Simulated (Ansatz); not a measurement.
Molecular dynamics on a 2×2×2 supercell (16 atoms) of CdO (Fm-3m), relaxed with r2SCAN. Forces come from PBE in Ansatz 0.2.0: a Nosé-Hoover thermostat at fixed volume, 300 K, steps of 2 fs. Computed, non-magnetic; the trajectory is short and the cell small, so nothing here is a converged average.

```yaml
crystal:
  lattice:
    - [0.0, 4.7060080802, 4.7060080802]
    - [4.7060080802, 0.0, 4.7060080802]
    - [4.7060080802, 4.7060080802, 0.0]
  atoms:
    - { symbol: Cd, position: [0.0, 0.0, 0.0] }
    - { symbol: O, position: [0.25, 0.25, 0.25] }
    - { symbol: Cd, position: [0.0, 0.0, 0.5] }
    - { symbol: O, position: [0.25, 0.25, 0.75] }
    - { symbol: Cd, position: [0.0, 0.5, 0.0] }
    - { symbol: O, position: [0.25, 0.75, 0.25] }
    - { symbol: Cd, position: [0.0, 0.5, 0.5] }
    - { symbol: O, position: [0.25, 0.75, 0.75] }
    - { symbol: Cd, position: [0.5, 0.0, 0.0] }
    - { symbol: O, position: [0.75, 0.25, 0.25] }
    - { symbol: Cd, position: [0.5, 0.0, 0.5] }
    - { symbol: O, position: [0.75, 0.25, 0.75] }
    - { symbol: Cd, position: [0.5, 0.5, 0.0] }
    - { symbol: O, position: [0.75, 0.75, 0.25] }
    - { symbol: Cd, position: [0.5, 0.5, 0.5] }
    - { symbol: O, position: [0.75, 0.75, 0.75] }
kpoints:
  mp_grid: { grid: [2, 2, 2] }
hamiltonian:
  xc: pbe
scf:
  occupations: { method: fermi_dirac, width: 0.026 }
md:
  ensemble: nvt_nose_hoover
  temperature: 300
  timestep: 2.0
  n_steps: 20
  initial_velocities: maxwell_boltzmann
  seed: 1168
```

Command: `ansatz run input.yaml --threads 4 --pin off --max-ram 3686MiB --backend cpu --events-out ev --progress --plain --runs-dir out`. Wall time 39 s on 4 threads of Arm Neoverse V2, on a shared host; peak host memory 0.92 GiB.

```tsv
step	t (fs)	T (K)	free energy F from step 0 (meV/atom)	kinetic energy (meV/atom)	largest force (eV/Å)
0	0	300	0.0	36.4	0.00
1	2	298	0.3	36.1	0.14
2	4	291	1.1	35.3	0.28
3	6	281	2.3	34.1	0.41
4	8	267	4.0	32.4	0.53
5	10	252	5.9	30.5	0.64
6	12	234	8.0	28.4	0.74
7	14	216	10.2	26.2	0.83
8	16	199	12.4	24.1	0.89
9	18	182	14.4	22.1	0.94
10	20	167	16.2	20.3	0.97
11	22	155	17.8	18.7	0.98
12	24	144	19.1	17.5	1.02
13	26	137	20.1	16.6	1.08
14	28	131	20.8	15.9	1.13
15	30	128	21.3	15.5	1.18
16	32	125	21.6	15.2	1.21
17	34	124	21.8	15.0	1.24
18	36	123	22.0	14.9	1.26
19	38	121	22.3	14.7	1.27
20	40	119	22.6	14.4	1.28
```

The temperature goes from 300 K to 119 K in 40 fs. The thermostat hasn't had time to restore it. The atoms start on their lattice sites with kinetic energy alone, so much of it first passes into potential energy. By the last step the atoms have moved 0.10 Å in the root mean square, the drift of the whole cell taken out, 0.20 Å at most.

Positions (Å) and forces (eV/Å) at step 20:
```
Cd  -0.062   0.024  -0.023     0.592  -0.462   0.190
O    2.295   2.322   2.453     0.140   0.077  -0.297
Cd   2.339   2.451   0.016     0.331  -0.571  -0.254
O    4.613   4.700   2.342     0.156  -0.085  -0.032
Cd   2.368   0.102   2.337    -0.135  -0.675  -0.222
O    4.790   2.365   4.652    -0.261  -0.059   0.166
Cd   4.753   2.307   2.364     0.115   0.315  -0.339
O    6.961   4.740   4.776     0.225  -0.024  -0.165
Cd  -0.025   2.244   2.331    -0.198   0.714   0.373
O    2.365   4.760   4.706    -0.037  -0.024  -0.119
Cd   2.336   4.647   2.368    -0.087   0.328   0.397
O    4.635   7.112   4.783     0.122  -0.147  -0.183
Cd   2.454   2.282   4.686    -0.670   0.917   0.596
O    4.751   4.650   7.103    -0.101   0.079  -0.134
Cd   4.684   4.728   4.719    -0.300   0.116  -0.007
O    7.070   7.265   7.008     0.107  -0.500   0.029
```
